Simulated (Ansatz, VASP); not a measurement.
**Si3S in VASP and in Ansatz**

```
Si S
1.0
    -2.52679    2.52679    2.52679
     2.52679   -2.52679    2.52679
     2.52679    2.52679   -2.52679
Si S
3 1
Cartesian
  2.5268 0.0000 0.0000
  0.0000 2.5268 0.0000
  0.0000 0.0000 2.5268
  0.0000 0.0000 0.0000
```

Alike in both runs: functional PBE; k mesh 4 × 4 × 4; occupations gaussian, width 0.1 eV; no spin polarisation.

Ansatz relaxed the structure, and its values are those at the end. VASP's run is a single point on that final structure, the one shown.

|  | VASP | Ansatz |
| --- | --- | --- |
| version | VASP 6.6.1 | Ansatz 0.2.0 |
| potentials or method | VASP PAW PBE potentials, release 64 (Si, S) | scalar-relativistic, plane waves, PAW |
| plane-wave cutoff (eV) | 520 | 420 |
| valence electrons in the cell | 18 | 18 |

```tsv
	VASP	Ansatz	Ansatz less VASP
gap on the k mesh at the Fermi level (eV)	none	none	-
pressure (GPa)	-0.2	-0.2	+0.05
```

A gap of «none» marks a metal or a gap that the smearing closes. With one functional, cell and mesh, what is left measures potentials, basis and numerics.

Caveats: the k mesh is coarse (spacing up to 0.44 Å⁻¹), so the values aren't converged.
